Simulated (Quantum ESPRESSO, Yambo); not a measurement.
# A GW chain in Yambo: RbCl (Fm-3m), part 2 of 2

Aim: the G0W0 gap of RbCl (Fm-3m) on PBE, step by step.

Quantum ESPRESSO 7.5 and Yambo 5.3.0; PBE and many-body steps on it, plane waves. Known limits of the many-body steps: not at the basis limit; no spin-orbit coupling.

So far. Step 2 (Ground state): The gap is direct, at Γ. Step 3 (Bands along the symmetry lines): The gap is 5.003 eV, as in the run before at this level.

## 4. Empty states on the mesh, 4×4×4 mesh, 169 bands

Level of this step: DFT, PBE, plane waves, norm-conserving pseudopotentials (Quantum ESPRESSO).

The sums over transitions need many empty states on a uniform mesh; this step solves for them.

pw.in reads:

```
&control
  calculation = 'nscf'
  prefix = 'x'
  outdir = 'o'
  pseudo_dir = 'pseudo'
/
&system
  ibrav = 0
  nat = 2
  ntyp = 2
  ecutwfc = 50.0
  nbnd = 169
  force_symmorphic = .true.
/
&electrons
  conv_thr = 1e-9
  electron_maxstep = 80
  diago_full_acc = .true.
  diago_thr_init = 5e-6
/
ATOMIC_SPECIES
  Rb 85.468 Rb.upf
  Cl 35.45 Cl.upf
CELL_PARAMETERS angstrom
  -0.0000000000 3.2895000000 3.2895000000
  3.2895000000 -0.0000000000 3.2895000000
  3.2895000000 3.2895000000 -0.0000000000
ATOMIC_POSITIONS crystal
  Rb 0.0000000000 0.0000000000 0.0000000000
  Cl 0.5000000000 0.5000000000 0.5000000000
K_POINTS automatic
  4 4 4 0 0 0
```

The run is started by

```console
> OMP_NUM_THREADS=1 mpirun -n 4 pw.x -nk 4 -in pw.in > pw.out
```

Output:

```text
[banner, memory and clock lines left out]
Program PWSCF v.7.5 starts

     Atomic positions and unit cell read from directory:
     o/x.save/

     Message from routine setup:
     using ibrav=0 with symmetry is DISCOURAGED, use correct ibrav instead

     G-vector sticks info

     bravais-lattice index     =            0
     lattice parameter (alat)  =       8.7911  a.u.
     unit-cell volume          =     480.4147 (a.u.)^3
     number of atoms/cell      =            2
     number of atomic types    =            2
     number of electrons       =        16.00
     number of Kohn-Sham states=          169
     kinetic-energy cutoff     =      50.0000  Ry
     charge density cutoff     =     200.0000  Ry
     Exchange-correlation= PBE
                           (   1   4   3   4   0   0   0)

     celldm(1)=   8.791111  celldm(2)=   0.000000  celldm(3)=   0.000000
     celldm(4)=   0.000000  celldm(5)=   0.000000  celldm(6)=   0.000000

     crystal axes: (cart. coord. in units of alat)
               a(1) = (  -0.000000   0.707107   0.707107 )
               a(2) = (   0.707107  -0.000000   0.707107 )
               a(3) = (   0.707107   0.707107  -0.000000 )

     reciprocal axes: (cart. coord. in units 2 pi/alat)
               b(1) = ( -0.707107  0.707107  0.707107 )
               b(2) = (  0.707107 -0.707107  0.707107 )
               b(3) = (  0.707107  0.707107 -0.707107 )
     Pseudo is Norm-conserving + core correction, Zval =  9.0
     Generated using ONCVPSP code by D. R. Hamann
     Using radial grid of 2308 points,  6 beta functions with:
     Pseudo is Norm-conserving + core correction, Zval =  7.0
     Generated using ONCVPSP code by D. R. Hamann
     Using radial grid of 1028 points,  6 beta functions with:
     Rb                9.00    85.46800     Rb( 1.00)
     Cl                7.00    35.45000     Cl( 1.00)

     48 Sym. Ops., with inversion, found

   Cartesian axes

     site n.     atom                  positions (alat units)
         1        Rb     tau(   1) = (   0.0000000   0.0000000   0.0000000  )
         2        Cl     tau(   2) = (   0.7071068   0.7071068   0.7071068  )

     number of k points=     8
                       cart. coord. in units 2pi/alat
        k(    1) = (   0.0000000   0.0000000   0.0000000), wk =   0.0312500
        k(    2) = (   0.1767767   0.1767767  -0.1767767), wk =   0.2500000
        k(    3) = (  -0.3535534  -0.3535534   0.3535534), wk =   0.1250000
[...]
k(    7) = (  -0.7071068   0.0000000   0.0000000), wk =   0.0937500
        k(    8) = (  -0.7071068   0.3535534   0.0000000), wk =   0.1875000

     Dense  grid:    22995 G-vectors     FFT dimensions: (  40,  40,  40)

     The potential is recalculated from file :
     o/x.save/charge-density

     Starting wfcs are    9 randomized atomic wfcs +  160 random wfcs

     Band Structure Calculation

     End of band structure calculation

          k = 0.0000 0.0000 0.0000 (  2837 PWs)   bands (ev):

   -22.8688 -10.9398  -6.9124  -6.9124  -6.9124   1.0594   1.0594   1.0594
     6.0622   9.0467   9.0467   9.0467  10.0184  10.0184  13.1512  17.8235
    17.8235  17.8235  19.2778  19.2778  19.2778  20.6412  20.6412  20.7040
[...]
[... 10 further rows ...]
[...]
95.5395

          k = 0.1768 0.1768-0.1768 (  2872 PWs)   bands (ev):

[...]
[... 10 further rows ...]
[...]
98.4239

          k =-0.3536-0.3536 0.3536 (  2884 PWs)   bands (ev):

[...]
52.4359  52.7391  55.5416  55.5416  56.5941  56.5941  56.8738  56.8738
     [... 10 further rows ...]
    94.7462  94.7462  94.8228  95.1844  95.8485  95.8485  98.0613  98.0613
    98.0763

          k = 0.3536 0.0000 0.0000 (  2858 PWs)   bands (ev):

     [... further k-points ...]

     highest occupied, lowest unoccupied level (ev):     1.0594    6.0622

     XML data file, pseudopotentials, collected wavefunctions
```

It took 9.7 s on 4 MPI ranks of Arm Neoverse V2, shared host; peak memory 0.36 GiB.

This step gave:

```
gap                                                           : 5.003 eV
k of the valence top                                          : 0, 0, 0
k of the conduction bottom                                    : 0, 0, 0
least direct gap                                              : 5.003 eV
k points computed                                             : 8
lowest point of the top converged band, above the valence top : 94.4800 eV
```

On this mesh the gap is 5.003 eV.

## 5. Conversion and set-up

This step: Yambo 5.3.0; conversion and set-up on PBE, plane waves, norm-conserving pseudopotentials.

The states are converted to the many-body program's format and the q mesh is built.

The run is started by

```console
> (cd o/x.save; p2y > p2y.log; mv SAVE ../..); yambo > setup.log
```

Output:

```text
 Yambo, version 5.3.0

 [02] CORE Variables Setup
 =========================

  [02.01] Unit cells
  ==================

  Cell kind             :  FCC
  Atoms in the cell     :  Rb  Cl
  number of Rb atoms    :  1
  number of Cl atoms    :  1

  List of atomic masses
  Mass of Rb    :  85.46800
  Mass of Cl    :  35.45000

  List of atomic coordinates    : [cc]
  Rb1       :  0.000000  0.000000  0.000000  order 1
  Cl1       :  6.216254  6.216254  6.216254  order 2

  Alat factors          :  6.216254  6.216254  6.216254 [a.u.]
  Direct lattice volume :  480.4147 [a.u.]
  Direct lattice vectors:  A[ 1 ]  A[ 2 ]  A[ 3 ]
   A[ 1 ]: -0.000000  1.000000  1.000000  [iru]
  -0.000000  6.216254  6.216254  [cc]
   A[ 2 ]:  1.000000 -0.000000  1.000000  [iru]
   6.216254 -0.000000  6.216254  [cc]
   A[ 3 ]:  1.000000  1.000000 -0.000000  [iru]
   6.216254  6.216254 -0.000000  [cc]

  Recip. lattice volume :  0.516325 [a.u.]
  Recip. lattice vectors:  B[ 1 ]  B[ 2 ]  B[ 3 ]
   B[ 1 ]: -0.500000  0.500000  0.500000  [iku]
  -0.505384  0.505384  0.505384  [cc]
   B[ 2 ]:  0.500000 -0.500000  0.500000  [iku]
   0.505384 -0.505384  0.505384  [cc]
   B[ 3 ]:  0.500000  0.500000 -0.500000  [iku]
   0.505384  0.505384 -0.505384  [cc]

  [02.02] Symmetries
  ==================

  Inversion symmetry    : yes
  Spatial inversion     : yes
  Inversion index       :  25
  K-space Time-reversal : no
  Magnetic symmetries   : no
  Group table correct   : yes
  Symmetries units      :  [cc]

   [S  1]:   1.0000     -0.24559E-16 -0.24559E-16 -0.24559E-16   1.0000      0.24559E-16  0.24559E-16  0.24559E-16   1.0000
   [S  2]:  -1.0000      0.24559E-16 -0.24559E-16  0.24559E-16  -1.0000      0.24559E-16 -0.24559E-16 -0.24559E-16   1.0000
   [S  3]:  -1.0000     -0.24559E-16  0.24559E-16  0.24559E-16   1.0000     -0.24559E-16 -0.24559E-16  0.24559E-16  -1.0000
[...]
[... 36 further rows ...]
   [S 47]: -0.24559E-16   1.0000      0.24559E-16  0.24559E-16 -0.24559E-16  -1.0000       1.0000      0.24559E-16 -0.24559E-16
   [S 48]: -0.24559E-16  -1.0000     -0.24559E-16  0.24559E-16  0.24559E-16   1.0000       1.0000     -0.24559E-16  0.24559E-16

  [02.03] Reciprocal space
  ========================

  nG shells         :  263
  nG charge         :  22995
  nG WFs            :   3592
  nC WFs            :  2884
  G-vecs. in first 26 shells:  [ Number ]
     1    9   15   27   51   59   65   89  113
    137   169   181   229   259   283   307   331   339
    387   411   459   531   537   561   609   645
  ...
  Shell energy in first 26 shells:  [ mHa ]
    0.00000      383.119      510.825      1021.65      1404.77      1532.48      2043.30      2426.42      2554.13
    3064.95      3448.07      4086.60      4469.72      4597.43      5108.25      5491.37      5619.08      6129.90
[...]
Grid dimensions      :   4   4   4
  K lattice UC volume  :  0.008068 [a.u.]

  IBZ K-points                                      :   8
  BZ  K-points                                      :   64

  K/Q-points units:
  rlu = crystal or reduced units; cc = cartesian coordinates; iku = interal k-units

  K [1]          [rlu]:  0.000000  0.000000  0.000000
         WF components:  2837
  K [2]          [rlu]: -0.86698E-17 -0.86698E-17  0.25000
         WF components:  2872
  K [3]          [rlu]:  0.17340E-16  0.17340E-16 -0.50000
         WF components:  2884
  K [4]          [rlu]: -0.99171E-17  0.25000      0.25000
         WF components:  2858
  K [5]          [rlu]: -0.26331E-17  0.25000     -0.50000
         WF components:  2880
  [... 2 further k-points ...]
  K [8]          [rlu]:  0.250000 -0.500000 -0.250000
         WF components:  2872

  [02.05] Energies & Occupations
  ==============================

  [X] === General ===
  [X] Electronic Temperature                        :  0.000000  0.000000 [eV K]
  [X] Bosonic    Temperature                        :  0.000000  0.000000 [eV K]
  [X] Finite Temperature mode                       : no
  [X] El. density                                   :  0.22475E+24 [cm-3]
  [X] Fermi Level                                   :  1.059426 [eV]

  [X] === Gaps and Widths ===
  [X] Conduction Band Min                           :  5.002746 [eV]
  [X] Valence Band Max                              :  0.000000 [eV]
  [X] Filled Bands                                  :   8
  [X] Empty Bands                                   :    9  169
  [X] Direct Gap                                    :  5.002746 [eV]
  [X] Direct Gap localized at k                     :  1
  [X] Indirect Gap                                  :  5.002746 [eV]
  [X] Indirect Gap between kpts                     :  1  1
  [X] Last valence band width                       :  0.337909 [eV]
  [X] 1st conduction band width                     :  2.744411 [eV]

  E @ K [1]:  [eV]
   -23.928      -11.999      -7.9719      -7.9719      -7.9719     -0.54588E-10 -0.40781E-10   0.0000
[...]
occ @ K [1]
[...]
E @ K [2]:  [eV]
[...]
occ @ K [2]
[...]
E @ K [3]:  [eV]
[...]
occ @ K [3]
[...]
E @ K [4]:  [eV]
[...]
occ @ K [4]
[...]
E @ K [5]:  [eV]
[...]
occ @ K [5]
[...]
[... 2 further k-points ...]
  E @ K [8]:  [eV]
[...]
occ @ K [8]
   2.000000  2.000000  2.000000  2.000000  2.000000  2.000000  2.000000  2.000000
   0.000000  0.000000  0.000000  0.000000  0.000000  0.000000  0.000000  0.000000

 [03] Transferred momenta grid and indexing
 ==========================================

 IBZ Q-points                                      :   8
 BZ  Q-points                                      :   64

 K/Q-points units:
 rlu = crystal or reduced units; cc = cartesian coordinates; iku = interal k-units

 Q [1]          [rlu]:  0.000000  0.000000  0.000000
 Q [2]          [rlu]: -0.83742E-17 -0.83742E-17  0.25000
 Q [3]          [rlu]:  0.16748E-16  0.16748E-16 -0.50000
[...]
Q [7]          [rlu]:  0.19834E-16 -0.50000     -0.50000
 Q [8]          [rlu]:  0.250000 -0.500000 -0.250000

  [03.01] X indexes
  =================

   [03.01.01] Sigma indexes
   ========================

 [06] Game Over & Game summary
```

Wall time 2.9 s (1 MPI rank); peak memory 0.24 GiB.

## 6. Screening and self-energy, 4×4×4 mesh, 169 bands, screening to 163.3 eV

G0W0 replaces the xc potential by the self-energy, built once from these orbitals. Only a window of levels is corrected, while the sums run over the empty bands that the input names.

This step: G0W0 on PBE, plane waves, norm-conserving pseudopotentials.

gw1.in reads:

```
HF_and_locXC
gw0
dyson
ppa
em1d
rim_cut
RandQpts= 1000000
RandGvec= 1 RL
EXXRLvcs= 50 Ry
VXCRLvcs= 200 Ry
Chimod= "HARTREE"
% BndsRnXp
 1 | 169 |
%
NGsBlkXp= 12 Ry
% LongDrXp
 1 | 1 | 1 |
%
% GbndRnge
 1 | 169 |
%
DysSolver= "n"
ExtendOut
PPAPntXp= 27.21138 eV
% QPkrange
 1 | 1 | 7 | 10 |
%
```

The run is started by

```console
> OMP_NUM_THREADS=1 mpirun -n 4 yambo -F gw1.in -J gw1 -C gw1 > gw1.log
```

Output:

```text
 Yambo, version 5.3.0

 [02] CORE Variables Setup
 =========================

  [... cell, symmetries and grids as in the set-up ...]

  [02.05] Energies & Occupations
  ==============================

  [X] === General ===
  [X] Electronic Temperature                        :  0.000000  0.000000 [eV K]
  [X] Bosonic    Temperature                        :  0.000000  0.000000 [eV K]
  [X] Finite Temperature mode                       : no
  [X] El. density                                   :  0.22475E+24 [cm-3]
  [X] Fermi Level                                   :  1.059426 [eV]

  [X] === Gaps and Widths ===
  [X] Conduction Band Min                           :  5.002746 [eV]
  [X] Valence Band Max                              :  0.000000 [eV]
  [X] Filled Bands                                  :   8
  [X] Empty Bands                                   :    9  169
  [X] Direct Gap                                    :  5.002746 [eV]
  [X] Direct Gap localized at k                     :  1
  [X] Indirect Gap                                  :  5.002746 [eV]
  [X] Indirect Gap between kpts                     :  1  1
  [X] Last valence band width                       :  0.337909 [eV]
  [X] 1st conduction band width                     :  2.744411 [eV]

 [03] Transferred momenta grid and indexing
 ==========================================

 IBZ Q-points                                      :   8
 BZ  Q-points                                      :   64

 K/Q-points units:
 rlu = crystal or reduced units; cc = cartesian coordinates; iku = interal k-units

 Q [1]          [rlu]:  0.000000  0.000000  0.000000
 Q [2]          [rlu]: -0.83742E-17 -0.83742E-17  0.25000
 Q [3]          [rlu]:  0.16748E-16  0.16748E-16 -0.50000
 Q [4]          [rlu]: -0.99171E-17  0.25000      0.25000
 Q [5]          [rlu]: -0.11035E-16  0.25000      0.50000
 Q [6]          [rlu]:  0.16157E-16  0.25000     -0.25000
 Q [7]          [rlu]:  0.19834E-16 -0.50000     -0.50000
 Q [8]          [rlu]:  0.250000 -0.500000 -0.250000

 [04] Coloumb potential Random Integration (RIM)
 ===============================================

  [04.01] RIM initialization
  ==========================

  * Diagonal components only detected *

  8 x (sBL volume)        :  0.064541 [a.u.]
  sBZ random points       :  1000000
  Points outside the sBZ  :   7968281
  RL volume               :  0.516325 [a.u.]
  Integrated volume       :  0.518381 [a.u.]

  [04.02] RIM integrals
  =====================

  Gamma point sphere radius             :  0.072760 [a.u.]
  Points outside the sphere             :   800476
  [Int_sBZ(q=0) 1/q^2]*(Vol_sBZ)^(-1/3) =:  7.776341
                                 should be <:  7.795600

  Summary of Coulomb integrals for non-metallic bands |Q|[au] RIM/Bare

  Q [1] 0.100000E-4 0.997530 * Q [2] 0.218838 1.068930
  Q [4] 0.252692 1.066842 * Q [6] 0.357360 1.029370
  Q [5] 0.419042 1.022832 * Q [3] 0.437675 1.020347
  Q [7] 0.505384 1.017473 * Q [8] 0.565036 1.014532

 [05] Dipoles
 ============

  [05.01] Setup: observables and procedures
  =========================================

 [06] Dynamic Dielectric Matrix (PPA)
 ====================================

 [WR./gw1//ndb.pp]---------------------------------------------------------------
  Brillouin Zone Q/K grids (IBZ/BZ)                :    8   64    8   64
  RL vectors                                       :   3647 [WF]
  Coulomb cutoff potential                         : none
  Electronic Temperature                           :  0.000000 [K]
  Bosonic    Temperature                           :  0.000000 [K]
  PPA    diel. fun.  energies                      : Perdew, Burke & Ernzerhof(X)+Perdew, Burke & Ernzerhof(C)
  wavefunctions                                    : Perdew, Burke & Ernzerhof(X)+Perdew, Burke & Ernzerhof(C)
  Global Gauge                                     : length
  X matrix size                                    :   339
  X band range                                     :    1  169
  X e/h energy range                               : -1.000000 -1.000000 [eV]
  X Time ordering                                  : R
  X Hxc Kernel                                     : HARTREE
  X Drude frequency                                :  0.000000  0.000000
  X poles                                          :  100.0000 [o/o]
  RL vectors in the sum                            :   3647
  [r,Vnl] included                                 : yes
  Field direction                                  :  0.577350E-5  0.577350E-5  0.577350E-5
  BZ energy Double Grid                            : no
  BZ energy DbGd points                            : 0
  BZ Q point size factor                           : -1.000000
  X Optical Averaged directions                    : none

 [07] Local Exchange-Correlation + Non-Local Fock
 ================================================

 [VXC] Plane waves :  22995
 [EXS] Plane waves :  2891

 QP @ state[ 1 ] K range:  1  1
 QP @ state[ 1 ] b range:   7  10

 [xc] Functional : Perdew, Burke & Ernzerhof(X)+Perdew, Burke & Ernzerhof(C)
 [xc] LIBXC used to calculate xc functional
  PP Number of Atomic Species                      :  2
  NLCC RL compoments                               :  22995
  PP Number of Atomic Species                      :  2
  NLCC RL compoments                               :  22995

 [xc] E_xc :  -6.714859 [Ha]
      E_xc :  -13.42972 [Ry]

  Local XC kind (lXC) : Perdew, Burke & Ernzerhof(X)+Perdew, Burke & Ernzerhof(C)
  Non-Local XC kind (nlXC) : Hartree-Fock

  Corrections @ K [1] :  [eV]
 <7|nlXC|7> = -18.52916  0.16705E-16 <7|lXC|7> = -14.02433  0.000000
 <8|nlXC|8> = -18.52923  0.83793E-17 <8|lXC|8> = -14.02433  0.18882E-15
 <9|nlXC|9> = -3.027009  0.93706E-18 <9|lXC|9> = -6.590254  0.94408E-16
 <10|nlXC|10> = -3.444021  0.29902E-18 <10|lXC|10> = -7.734219  0.47204E-16

 [08] Dyson equation: Newton solver
 ==================================

  [08.01] G0W0 (W PPA)
  ====================

  [  GW  ] Bands range     :    1  169
  [GW/PPA] G damping       :  0.100000 [eV]

  QP @ state[ 1 ] K range:  1  1
  QP @ state[ 1 ] b range:   7  10

   Sc/G bands                                       :    1  169
   Sc/G damping                                     :  0.100000 ev
   Sc bands terminator                              : no
   Sx RL components                                 :  2891

   QP @ state[ 1 ] K range                          :  1  1
   QP @ state[ 1 ] b range                          :   7  10
   GF energies kind                                 : Perdew, Burke & Ernzerhof(X)+Perdew, Burke & Ernzerhof(C)
   GF WF`s kind                                     : Perdew, Burke & Ernzerhof(X)+Perdew, Burke & Ernzerhof(C)
   Xs energies kind                                 : Perdew, Burke & Ernzerhof(X)+Perdew, Burke & Ernzerhof(C)
   Xs WF`s kind                                     : Perdew, Burke & Ernzerhof(X)+Perdew, Burke & Ernzerhof(C)

 [11] Game Over & Game summary
```

The job ended after 95 s (4 MPI ranks; peak memory 1.5 GiB; 6.2 min of CPU time).

Numbers from this step:

- G0W0 gap on the points computed: 7.809 eV
- starting gap on the mesh: 5.003 eV
- k of the valence top: 0, 0, 0
- k of the conduction bottom: 0, 0, 0
- least direct G0W0 gap on the computed points: 7.809 eV
- Z at the valence top: 0.8085
- Z at the conduction bottom: 0.8811

The gap on the mesh goes from 5.00 eV to 7.81 eV, a correction of +2.81 eV.

Limits: finite bands, cutoff and mesh; no spin-orbit coupling. v1 is the top filled band, c1 the lowest empty one. Levels before and after the correction, in eV, zero at the valence-band top of each column:

|  | conduction bottom | valence top |
| --- | --- | --- |
| Kohn-Sham | 5.00 | 0.00 |
| G0W0 | 7.81 | 0.00 |

|  | level | energy (eV) |
| --- | --- | --- |
| Kohn-Sham | Γ v2-v1 | 0.000 |
| Kohn-Sham | Γ c1 | 5.003 |
| Kohn-Sham | Γ c2 | 7.987 |
| G0W0 | Γ v2-v1 | 0.000 |
| G0W0 | Γ c1 | 7.809 |
| G0W0 | Γ c2 | 11.400 |

## 7. Where the time went

Times are wall times on the hardware named with each run, good to a factor of about two.

| step | time | share | memory (GiB) |
| --- | --- | --- | --- |
| ground state | 3.4 s | 3 % | 0.23 |
| bands along the symmetry lines | 3.9 s | 3 % | 0.21 |
| empty states on the mesh | 9.7 s | 8 % | 0.36 |
| conversion and set-up | 2.9 s | 3 % | 0.24 |
| screening and self-energy | 95 s | 83 % | 1.5 |

## 8. Summary of results

```
PBE gap              : 5.00 eV, direct
G0W0 gap on the mesh : 7.81 eV
GW settings          : 4×4×4 mesh, 169 bands, screening to 163.3 eV, Godby-Needs plasmon pole
known limits         : not at the basis limit; no spin-orbit coupling
```

What this shows: G0W0 moves the gap on the mesh from 5.00 eV to 7.81 eV (+2.81 eV), with Z of 0.81 and 0.88 at the edges. Only 1 of the mesh's irreducible points was corrected, so a valley elsewhere could overtake. The dearest step here is «screening and self-energy». Bands and cutoff are finite, so the gap is not at the basis limit. The miss can reach some tenths of an eV and take either sign; the mesh is an error of its own. In the G0W0 run levels were corrected at 1 k point alone, so a gap called «on the mesh» is the least over those, and an edge elsewhere would be missed. The many-body steps are scalar-relativistic: spin-orbit coupling is not in them.

[Paths, hosts, dates, memory and timing lines, banners, echoed tables and standing remarks are left out of the program output.]

[Logs are printed without paths, hosts, clocks, repeated set-up lines and the standing remarks that a program may print on its own settings, such as how far it seeks lower states.]

[Runs of the session that timed out or met a known fault of the program may be left out.]

[Hosts, paths, dates, database ids (printed as entryN), source tags and the programs' standing remarks are cut or masked in the printed files.]
